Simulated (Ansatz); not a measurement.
MnO:

```
CELL_PARAMETERS angstrom
0.00000 2.22391 2.22391
2.22391 0.00000 2.22391
2.22391 2.22391 0.00000
ATOMIC_POSITIONS crystal
Mn 0.00000 0.00000 0.00000
O 0.50000 0.50000 0.50000
```

The cell is a database's computed one.

Base run:

| Property | Result |
| --- | --- |
| Program | Ansatz 0.2.0 |
| Functional | B3LYP5 |
| Potentials or basis | Ansatz PAW |
| Cutoff | 420 eV |
| Density cutoff | 1680 eV |
| k mesh | 6 × 6 × 6 |
| Occupations | fermi-dirac, width 0.05 eV |
| Spin | collinear spin, ferromagnetic start |
| Starting moments | [4.0, 0.0] μB |

Its results: band gap on the k mesh 1.84 eV, indirect (least direct gap 4.36 eV); net moment 5.00 μB per cell; site moments Mn +4.29; O +0.27 μB.

Problem. The run is repeated on the same cell with these changes: functional from B3LYP5 to BLYP. What comes out?

Solution. Band gap on the k mesh none (metal or under the smearing width); net moment 4.71 μB per cell; site moments Mn +4.01; O +0.25 μB.

B3LYP5 gives the wider gap, since exact exchange removes part of the self-interaction.

Caveats: some runs use coarse meshes; a cell with one magnetic atom can't hold antiferromagnetic order, which such compounds often take; the magnetic or orbital state may not be the lowest (some runs); semilocal functionals often make such compounds metallic where correlation or magnetic order opens a gap, which also shifts bond lengths (some runs).

Not every run made on this cell is shown here.
